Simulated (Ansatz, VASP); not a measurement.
# Cross-check of BiSb between VASP and Ansatz

Wanted: the spread between two codes on one cell, functional and k mesh. The cell is generated by rule, not measured, and may not be a known phase. The cell is taken from a series of runs on this material, whose earlier steps may have relaxed, scaled, displaced or heated it; both programs get it as it stands.

Calculated with Ansatz 0.2.0; plane waves, with VASP 6.6.1 beside it; relaxation of cell and atoms at PBE and zone-centre phonons at PBE.

### Step 1. The starting structure

The structure is cubic, space group F-43m (No. 216). Conventional cell: a = 7.142 Å, b = 7.142 Å, c = 7.142 Å, α = 90.00°, β = 90.00°, γ = 90.00°. Nearest to Bi lie 4 Sb at 3.09 Å. Nearest to Sb lie 4 Bi at 3.09 Å. Farther neighbours are not listed.

Structure file:

```cif
data_structure
_symmetry_space_group_name_H-M 'P 1'
_symmetry_Int_Tables_number 1
_cell_length_a 5.0505
_cell_length_b 5.0505
_cell_length_c 5.0505
_cell_angle_alpha 60.000
_cell_angle_beta 60.000
_cell_angle_gamma 60.000
_cell_volume 91.09
loop_
_atom_site_label
_atom_site_type_symbol
_atom_site_fract_x
_atom_site_fract_y
_atom_site_fract_z
_atom_site_occupancy
Bi1 Bi 0.00000 0.00000 0.00000 1
Sb2 Sb 0.25000 0.25000 0.25000 1
```

### Step 2. Ansatz: relaxation of cell and atoms, PBE, pair 1

Ansatz runs on its default PAW (the set named soft_2) files.

The relaxed volume is the usual yardstick between codes: in a stiff, nearly cubic crystal its relative difference is about their pressure difference at one cell divided by the bulk modulus.

Input file input.yaml:

```yaml
crystal:
  lattice:
    - [0.0, 3.5712225035, 3.5712225035]
    - [3.5712225035, 0.0, 3.5712225035]
    - [3.5712225035, 3.5712225035, 0.0]
  atoms:
    - { symbol: Bi, position: [0.0, 0.0, 0.0] }
    - { symbol: Sb, position: [0.25, 0.25, 0.25] }
kpoints:
  mp_grid: { grid: [10, 10, 10] }
hamiltonian:
  xc: pbe
scf:
  occupations: { method: methfessel_paxton, width: 0.15 }
output:
  forces: true
  stress: true
  eigenvalues: true
  write_density: true
  write_potential: true
  elf: true
  volumetric_format: npy
relax:
  adjacent_minimum: "off"
  f_tol: 0.001
  max_steps: 60
  cell: { stress_tol: 0.01 }
```

Started as:

```sh
ansatz run input.yaml --threads 4 --pin off --max-ram 7168MiB --backend cpu --events-out ev --progress --plain --runs-dir out
```

Numbers of over 12 decimals in the logs are rounded to 6 here.

Log:

```text
Engine: ansatz 0.2.0, aarch64-unknown-linux-gnu
Pseudopotentials: kind: paw
Pseudopotential: Bi, paw, valence charge 15, recommended cutoff 420 eV (normal), Bi.paw.azcp
Pseudopotential: Sb, paw, valence charge 15, recommended cutoff 420 eV (normal), Sb.paw.azcp
Functional definition: PBE
  parameter kappa = 0.804
  parameter beta = 0.066725
  exchange = pbe_x(kappa = kappa, mu = beta*pi^2/3)
  correlation = pbe_c(beta = beta)
Crystal: 2 atoms, lattice volume = 91.092 Å³
Basis set: ecut = 420 eV, 1807 PW (Γ), exchange–correlation on 72×72×72 points (8 copies of the dense FFT grid, shifted against one another)
Bands: 19, of which v1, the nominal top of the filled ones, is band 15 counted from 1 (14 counted from 0)
Symmetry: 24 space group operations
Space group: F-43m (ITA 216), of the structure as read, at distance tolerance 4.5e-5 Å
k-points: 47 of 1000 (time reversal used)
Non-local potential: Bi, projectors of the file, l = 0: 2, l = 1: 2, l = 2: 2, l = 3: 2
Non-local potential: Sb, projectors of the file, l = 0: 2, l = 1: 2, l = 2: 2, l = 3: 2
PAW form: soft (Blöchl's): semilocal exchange-correlation on the pseudo side does not see the compensation charge
PAW one-centre angular grid: Bi, 590 points (default); XC on 64 Gauss nodes
PAW one-centre angular grid: Sb, 590 points (default); XC on 64 Gauss nodes
Initial density: superposition of atomic densities (neutral atoms: chi_scale 0, normalization atom), corrected by the library's trained network
Initial wavefunctions: pseudopotential atomic-orbital guess
Functional: x = pbe(κ = 0.804, μ = 0.219515), c = pbe(β = 0.066725)
SCF iter   1: F=—  HF=-18880.587424 eV  |F-HF|=—  |Δ(HF+E_count)|=         —  Δρ=1.24e-3  dr2=2.64e-3  ethr=1.77e-3  ⟨swp⟩=5.8  Hψ=4495  notcnv=0
preconditioner: auto → none  [metal: Δε(μ)=0.017 eV  Ē_g=8.095 eV  σ=0.150 eV  W_gap=0.10  n_scr=14 (ndim 8)  ℏωp=12.3 eV  f_vac=0.151  D(μ)=1.14/eV (n_scr^D=0)  sad-step TF]
SCF iter   2: F=—  HF=-18880.585889 eV  |F-HF|=—  |Δ(HF+E_count)|=   1.53e-3  S|Δr|=    0.00e0  Δρ=6.71e-4  dr2=7.85e-4  ethr=8.79e-6  ⟨swp⟩=2.0  Hψ=1968  notcnv=0
SCF iter   3: F=—  HF=-18880.586038 eV  |F-HF|=—  |Δ(HF+E_count)|=   1.48e-4  S|Δr|=    0.00e0  Δρ=2.89e-4  dr2=7.42e-5  ethr=2.62e-6  ⟨swp⟩=3.0  Hψ=1630  notcnv=0
SCF iter   4: F=—  HF=-18880.586030 eV  |F-HF|=—  |Δ(HF+E_count)|=   7.44e-6  S|Δr|=    0.00e0  Δρ=1.25e-4  dr2=3.18e-5  ethr=2.47e-7  ⟨swp⟩=2.0  Hψ=1369  notcnv=0
SCF iter   5: F=—  HF=-18880.586025 eV  |F-HF|=—  |Δ(HF+E_count)|=   5.22e-6  S|Δr|=    0.00e0  Δρ=7.17e-5  dr2=3.16e-6  ethr=1.06e-7  ⟨swp⟩=2.1  Hψ=1062  notcnv=0
SCF iter   6: F=—  HF=-18880.586025 eV  |F-HF|=—  |Δ(HF+E_count)|=   3.18e-7  S|Δr|=    0.00e0  Δρ=3.04e-5  dr2=5.99e-7  ethr=1.05e-8  ⟨swp⟩=2.0  Hψ=1603  notcnv=0
SCF iter   7: F=—  HF=-18880.586024 eV  |F-HF|=—  |Δ(HF+E_count)|=   2.10e-7  S|Δr|=    0.00e0  Δρ=1.62e-5  dr2=1.68e-7  ethr=2.00e-9  ⟨swp⟩=2.2  Hψ=1591  notcnv=0
SCF iter   8: F=-18880.586024 eV  HF=-18880.586024 eV  |F-HF|=8.31e-9  |Δ(HF+E_count)|=   9.04e-8  S|Δr|=    0.00e0  Δρ=3.61e-6  dr2=7.76e-9  ethr=3.33e-10  ⟨swp⟩=9.2  Hψ=6183  notcnv=0
SCF 1 converged in 8 iterations: F = -18880.586024 eV  dr2 = 7.76e-9
  greatest PAW one-centre occupation: 0.996 electrons in one spin orbital (limit 2), on the Sb atom at site 1 (counted from 0), in its partial waves of l = 2
relax step   1: F+E_penalty+E_count = -18880.58602436 eV  Δ(F+E_penalty+E_count) = +0.000e0 eV  max|allowed force component| = 9.252e-16 eV/Å  Δτ_max = 0.0000 Å  P = -0.001 GPa  Ω = 91.092 Å³  (8 SCF iters, dr2 threshold 1.00e-7 eV, accepted)
Initial density: handed on by an earlier stage of this run
Initial wavefunctions: pseudopotential atomic-orbital guess (no wavefunctions were taken with the density)
iter 1 solved again at ethr=3.33e-7 eV; its pass at ethr=3.10e-3 eV (dr2=9.98e-5 eV) is discarded
SCF iter   1: F=—  HF=-18880.586021 eV  |F-HF|=—  |Δ(HF+E_count)|=         —  Δρ=4.74e-6  dr2=1.32e-8  ethr=3.33e-7  ⟨swp⟩=3.6  Hψ=7127  notcnv=0
eigensolver tolerance schedule: the retry pair's looser diagonalisation over-reported the residual by 7574.10 of it (diagonalisation noise at 4.34 of the residual, at the tolerance the schedule requests for it); recorded, not acted on — ethr = c·dr2/N_el stays at c = 1.0e-1
preconditioner: auto → none  [metal: Δε(μ)=0.006 eV  Ē_g=8.087 eV  σ=0.150 eV  W_gap=0.03  n_scr=14 (ndim 8)  ℏωp=12.3 eV  f_vac=0.157  D(μ)=1.15/eV (n_scr^D=0)]
SCF iter   2: F=—  HF=-18880.586024 eV  |F-HF|=—  |Δ(HF+E_count)|=   3.83e-6  S|Δr|=    0.00e0  Δρ=1.62e-6  dr2=3.63e-9  ethr=4.39e-11  ⟨swp⟩=3.3  Hψ=2290  notcnv=0
SCF iter   3: F=—  HF=-18880.586024 eV  |F-HF|=—  |Δ(HF+E_count)|=   1.24e-9  S|Δr|=    0.00e0  Δρ=6.22e-7  dr2=4.31e-10  ethr=1.21e-11  ⟨swp⟩=2.0  Hψ=1601  notcnv=0
SCF iter   4: F=—  HF=-18880.586024 eV  |F-HF|=—  |Δ(HF+E_count)|=  9.09e-11  S|Δr|=    0.00e0  Δρ=2.63e-7  dr2=4.34e-11  ethr=1.44e-12  ⟨swp⟩=2.0  Hψ=992  notcnv=0
SCF iter   5: F=—  HF=-18880.586024 eV  |F-HF|=—  |Δ(HF+E_count)|=  3.64e-12  S|Δr|=    0.00e0  Δρ=7.35e-8  dr2=3.68e-12  ethr=1.45e-13 (applied; sched 1.00e-12)  ⟨swp⟩=2.0  Hψ=1603  notcnv=0
SCF iter   6: F=-18880.586024 eV  HF=-18880.586024 eV  |F-HF|=7.28e-12  |Δ(HF+E_count)|=  3.64e-12  S|Δr|=    0.00e0  Δρ=1.35e-8  dr2=9.86e-14  ethr=1.00e-12  ⟨swp⟩=6.6  Hψ=4224  notcnv=0
SCF 2 converged in 6 iterations: F = -18880.586024 eV  dr2 = 9.86e-14
relax step   2: F+E_penalty+E_count = -18880.58602436 eV  Δ(F+E_penalty+E_count) = -3.754e-9 eV  max|allowed force component| = 8.512e-16 eV/Å  Δτ_max = 0.0000 Å  P = -0.001 GPa  Ω = 91.092 Å³  stress off target by 6.20e-4 GPa  SCF on the basis re-selected at this cell (its energy is not comparable with the rows above)  (6 SCF iters)
basis re-selected at this cell: Δ(F+E_penalty+E_count) = -3.754e-9 eV, ΔP = -0.000 GPa vs the last step (what re-selecting the basis moved, of the pressure what is left beyond the Pulay correction that the steps carried, after the strain that the cell walked since its last selection, with what the two solves' SCF thresholds leave and, on support functions, any second-order correction that the steps lacked; it is no m [...]
SCF converged after 6 iterations
Stability not checked: this state was not tested for a lower state beside it, because cold or Methfessel-Paxton smearing, or corrected tetrahedra, fill the levels in a way that the test cannot read (fill_not_monotonic; see scf.lower_state_search)
Free energy (F): -18880.586024 eV
Harris-Foulkes:  -18880.586024 eV  (|F-HF|=7.28e-12)
Internal energy: -18880.585459 eV  (E = F + TS)
E sigma→0 (E₀):  -18880.585883 eV
Entropy (-TS):   -0.000565 eV (-0.283 meV/atom)
Fermi energy:    5.922347 eV
--- Per-component energies (eV) ---
  E_band       = -391.548796
  E_kinetic    = 507.525422
  E_local      = -3877.021190  (includes V_loc(G=0)·N_el)
  E_nonlocal   = 921.386873
  E_hartree    = 1537.370246
  E_xc         = -288.722734
  E_vxc        = -238.927614  (∫ρ·V_xc dr)
  E_paw        = -15237.591216  (= ΣΔE_a)
  E_vpaw       = -779.252342  (= ΣTr[D̂ρ^β])
  E_aug_tail   = -0.000434  (compensation charges beyond the density's cutoff)
  E_ewald      = -2443.532426
  E_smearing   = -0.000565  (= −TS)
  E_closure    = 0.000000  (closes the sum)
  Σ components = -18880.586024   (vs F -18880.586024, Δ=0.00e0)
--- Forces (eV/Å), atoms counted from 1 ---
  atom   1  Bi    -0.00000000     0.00000000    -0.00000000
  atom   2  Sb     0.00000000     0.00000000    -0.00000000
  max |Σ_I F_I| component: 3.24e-16 eV/Å
--- Stress (GPa, compression-positive) ---
       -0.000620       0.000000       0.000000
       -0.000000      -0.000620       0.000000
       -0.000000       0.000000      -0.000620
  P = ⅓ Tr σ = -0.0006 GPa (-0.006 kbar)
--- Band table (eV; the first three rows and the last of 47) ---
  k-point 0: bands = [... 11 lower, -0.5712, 4.4270, 4.4270, 4.4270, 6.6449, 6.6449, 6.6449, 9.5679]
  k-point 1: bands = [... 11 lower, -0.7596, 4.3211, 4.3211, 4.3586, 6.7872, 6.7960, 6.7960, 9.9329]
  k-point 2: bands = [... 11 lower, -1.2344, 4.0926, 4.0926, 4.1458, 7.1283, 7.1283, 7.3142, 10.7031]
  k-point 46: bands = [... 11 lower, -3.0912, 2.5861, 2.6052, 6.2410, 6.6786, 8.7908, 8.8934, 11.9183]
--- Relaxed structure (1 steps of the walk, 1 accepted, 1 SCFs on fresh bases) ---
  F+E_penalty+E_count = -18880.58602436 eV   max|allowed force component| = 8.512e-16 eV/Å   (the final SCF, on the basis selected at the relaxed cell)
  cell:  # Å, volume = 91.0921 Å³
    - [0.0, 3.5712225035, 3.5712225035]
    - [3.5712225035, 0.0, 3.5712225035]
    - [3.5712225035, 3.5712225035, 0.0]
  atoms:
    - { symbol: Bi, position: [0.0, 0.0, 0.0] }
    - { symbol: Sb, position: [0.25, 0.25, 0.25] }
```

### Step 3. VASP: relaxation of cell and atoms, PBE, pair 1

The same cell, functional, mesh and smearing now go to VASP, with its own data sets.

Lines of VASP's logs that name or quote its potential files are left out, and so is its time.

Input file INCAR:

```
SYSTEM = BiSb
PREC = Accurate
ENCUT = 500
EDIFF = 1E-07
NELM = 120
ISMEAR = 1
SIGMA = 0.15
LREAL = .FALSE.
ALGO = Normal
GGA = PE
NBANDS = 16
LORBIT = 11
LWAVE = .FALSE.
LCHARG = .FALSE.
ISIF = 3
IBRION = 2
NSW = 80
EDIFFG = -0.005
LASPH = .TRUE.
GGA_COMPAT = .FALSE.
NELMIN = 4
KPAR = 2
```

Input file POSCAR:

```
BiSb
1.0
    0.0000000000      3.5712230000      3.5712230000
    3.5712230000      0.0000000000      3.5712230000
    3.5712230000      3.5712230000      0.0000000000
Bi Sb
1 1
Direct
    0.0000000000      0.0000000000      0.0000000000
    0.2499999300      0.2499999300      0.2499999300
```

Input file KPOINTS:

```
Automatic mesh
0
Gamma
10 10 10
0 0 0
```

PAW data sets: Bi_d and Sb (PBE family, release 64).

Started as:

```sh
mpirun -np 2 vasp_std
```

Log:

```text
[banner, memory and clock lines left out]
running    2 mpi-ranks, on    1 nodes
 distrk:  each k-point on    1 cores,    2 groups
 distr:  one band on    1 cores,    1 groups

 POSCAR found type information on POSCAR BiSb
 POSCAR found :  2 types and       2 ions
 LDA part: xc-table for (Slater+PW92), standard interpolation
 POSCAR, INCAR and KPOINTS ok, starting setup
 FFT: planning ... GRIDC
 FFT: planning ... GRID_SOFT
 FFT: planning ... GRID
 WAVECAR not read
 entering main loop
       N       E                     dE             d eps       ncg     rms          rms(c)
DAV:   1     0.141516581924E+03    0.14152E+03   -0.91099E+03  1504   0.109E+03
DAV:   2     0.160104215634E+01   -0.13992E+03   -0.13805E+03  1760   0.295E+02
DAV:   3    -0.740481907240E+01   -0.90059E+01   -0.89400E+01  1848   0.845E+01
DAV:   4    -0.761902347082E+01   -0.21420E+00   -0.21418E+00  1912   0.155E+01
DAV:   5    -0.762797825161E+01   -0.89548E-02   -0.89547E-02  2112   0.270E+00    0.198E+00
DAV:   6    -0.757895295927E+01    0.49025E-01   -0.17603E-01  1880   0.206E+00    0.107E+00
DAV:   7    -0.757566976326E+01    0.32832E-02   -0.21322E-02  1696   0.759E-01    0.639E-01
DAV:   8    -0.757517803725E+01    0.49173E-03   -0.68255E-03  1840   0.469E-01    0.632E-02
DAV:   9    -0.757518461429E+01   -0.65770E-05   -0.66812E-04  1776   0.160E-01    0.313E-02
DAV:  10    -0.757532605829E+01   -0.14144E-03   -0.22368E-04  1648   0.696E-02    0.729E-03
DAV:  11    -0.757533055508E+01   -0.44968E-05   -0.13129E-05  2048   0.298E-02    0.449E-03
DAV:  12    -0.757533410274E+01   -0.35477E-05   -0.65491E-06  1560   0.131E-02    0.117E-03
DAV:  13    -0.757533426866E+01   -0.16593E-06   -0.49059E-07  2024   0.620E-03    0.587E-04
DAV:  14    -0.757533436445E+01   -0.95785E-07   -0.41691E-08  1224   0.136E-03
   1 F= -.75753344E+01 E0= -.75751432E+01  d E =-.757533E+01
 curvature:   0.00 expect dE= 0.000E+00 dE for cont linesearch  0.000E+00
 trial: gam= 0.00000 g(F)=  0.115E-40 g(S)=  0.434E-04 ort = 0.000E+00 (trialstep = 0.100E+01)
 search vector abs. value=  0.434E-04
 bond charge predicted
       N       E                     dE             d eps       ncg     rms          rms(c)
DAV:   1    -0.757595492304E+01   -0.62065E-03   -0.16438E-02  1936   0.180E+00    0.126E-01
DAV:   2    -0.757544703016E+01    0.50789E-03   -0.93893E-04  1896   0.450E-01    0.532E-02
DAV:   3    -0.757534566823E+01    0.10136E-03   -0.42228E-04  2000   0.267E-01    0.703E-03
DAV:   4    -0.757534798701E+01   -0.23188E-05   -0.11165E-05  1712   0.267E-02    0.493E-03
DAV:   5    -0.757535013955E+01   -0.21525E-05   -0.15229E-06  1688   0.794E-03    0.139E-03
DAV:   6    -0.757535086561E+01   -0.72606E-06   -0.24116E-07  1792   0.335E-03    0.640E-04
DAV:   7    -0.757535047099E+01    0.39462E-06   -0.69343E-08   912   0.208E-03    0.239E-04
DAV:   8    -0.757535050077E+01   -0.29780E-07   -0.11206E-08   800   0.130E-03
   2 F= -.75753505E+01 E0= -.75751576E+01  d E =-.161363E-04
 trial-energy change:   -0.000016  1 .order   -0.000015   -0.000043    0.000012
 step:   0.7887(harm=  0.7771)  dis= 0.00000  next Energy=    -7.575352 (dE=-0.174E-04)
 reached required accuracy - stopping structural energy minimisation
```

From OUTCAR (step 3):

```text
ion  position               nearest neighbor table
   1  0.000  0.000  0.000-   2 3.09   2 3.09   2 3.09   2 3.09
   2  0.250  0.250  0.250-   1 3.09   1 3.09   1 3.09   1 3.09

  LATTYP: Found a face centered cubic cell.
 ALAT       =     7.1424460000

 Subroutine GETGRP returns: Found 24 space group operations
 (whereof 24 operations were pure point group operations)

The static configuration has the point symmetry T_d .

 Found     47 irreducible k-points:

   k-points           NKPTS =     47   k-points in BZ     NKDIM =     47   number of bands    NBANDS=     16

   dimension x,y,z NGX =    40 NGY =   40 NGZ =   40
   dimension x,y,z NGXF=    80 NGYF=   80 NGZF=   80

   ENCUT  =  500.0 eV  36.75 Ry    6.06 a.u.   9.21  9.21  9.21*2*pi/ulx,y,z

   NELECT =      20.0000    total number of electrons

 k-points in reciprocal lattice and weights: Automatic mesh
   0.00000000  0.00000000  0.00000000       0.001
   0.10000000  0.00000000  0.00000000       0.008
   0.20000000  0.00000000  0.00000000       0.008
   0.30000000  0.00000000  0.00000000       0.008
   0.40000000  0.00000000  0.00000000       0.008
   0.50000000  0.00000000  0.00000000       0.004
   0.10000000  0.10000000  0.00000000       0.006
   0.20000000  0.10000000  0.00000000       0.024
   0.30000000  0.10000000  0.00000000       0.024
[...]
-0.30000000  0.40000000  0.20000000       0.024
  -0.30000000  0.50000000  0.20000000       0.012

 average (electrostatic) potential at core
       1-107.3837       2 -88.9923

 E-fermi :   3.6995

 k-point     1 :       0.0000    0.0000    0.0000
  band No.  band energies     occupation
    ...
      6      -8.3558      2.00000
      7      -2.7903      2.00000
      8       2.2022      2.00000
      9       2.2022      2.00000
     10       2.2022      2.00000
     11       4.4214     -0.00000
     12       4.4214     -0.00000
     13       4.4214     -0.00000
     14       7.3419      0.00000
     15      10.3507      0.00000
    ...

 k-point     2 :       0.1000    0.0000    0.0000
  band No.  band energies     occupation
    ...
      6      -8.2984      2.00000
      7      -2.9798      2.00000
      8       2.0958      2.00000
      9       2.0958      2.00000
     10       2.1335      2.00000
     11       4.5643     -0.00000
     12       4.5729     -0.00000
     13       4.5729     -0.00000
     14       7.7078      0.00000
     15       9.9731      0.00000
    ...

 k-point     3 :       0.2000    0.0000    0.0000
  band No.  band energies     occupation
    ...
      6      -8.1348      2.00000
      7      -3.4566      2.00000
      8       1.8666      2.00000
      9       1.8666      2.00000
     10       1.9199      2.00000
     11       4.9059     -0.00000
     12       4.9059     -0.00000
     13       5.0932     -0.00000
     14       8.4789      0.00000
     15       9.6626      0.00000
    ...

  Total        0.0070281      0.0070281      0.0070281     -0.0000000      0.0000000      0.0000000
  in kB        0.1238326      0.1238326      0.1238326     -0.0000000      0.0000000      0.0000000
  external PRESSURE =       0.1238326 kB  Pullay stress =       0.0000000 kB

  energy-cutoff  :      500.00
  volume of cell :       90.93
      direct lattice vectors                 reciprocal lattice vectors
     0.000000000  3.569112647  3.569112647    -0.140090843  0.140090843  0.140090843
     3.569112647 -0.000000000  3.569112647     0.140090843 -0.140090843  0.140090843
     3.569112647  3.569112647 -0.000000000     0.140090843  0.140090843 -0.140090843

 POSITION                                       TOTAL-FORCE (eV/Angst)
 -----------------------------------------------------------------------------------
      7.13823      7.13823      7.13823         0.000000      0.000000      0.000000
      1.78456      1.78456      1.78456        -0.000000     -0.000000     -0.000000
 -----------------------------------------------------------------------------------
    total drift:                                0.000074      0.000074      0.000074

  FREE ENERGIE OF THE ION-ELECTRON SYSTEM (eV)
  ---------------------------------------------------
  free  energy   TOTEN  =        -7.5753505008 eV

  energy  without entropy=       -7.5747719438  energy(sigma->0) =       -7.57515765

 reached required accuracy - stopping structural energy minimisation

 total charge
# of ion       s       p       d       tot
------------------------------------------
    1        1.568   1.275   9.908  12.751
    2        1.214   1.158   0.017   2.390
--------------------------------------------------
tot          2.782   2.433   9.926  15.141

[... 3 further parts left out ...]
```

### Step 4. Comparison

Known differences besides the potentials themselves: the data sets hold 30 valence electrons in Ansatz (on its default PAW (the set named soft_2) files) and 20 in VASP; the cutoff is 420 eV in Ansatz and 500 eV in VASP; Ansatz adds a Pulay correction to the stress that steers its cell, VASP none. Total energies have different zeros and are not compared.

Compared:

```
                                         quantity  Ansatz   VASP  difference
                                      volume (Å³)   91.09  90.93     +0.18 %
edge a after relaxation, in the typed setting (Å)   5.051  5.048     +0.06 %
```

[end of part 1 of 2]

[Lines on the potential files, build, host, timing and source positions are cut from VASP's logs without a mark.]

[Logs are printed without paths, hosts, clocks, repeated set-up lines and the standing remarks that a program may print on its own settings, such as how far it seeks lower states.]

[Hosts, paths, dates, database ids (printed as entryN), source tags and the programs' standing remarks are cut or masked in the printed files.]
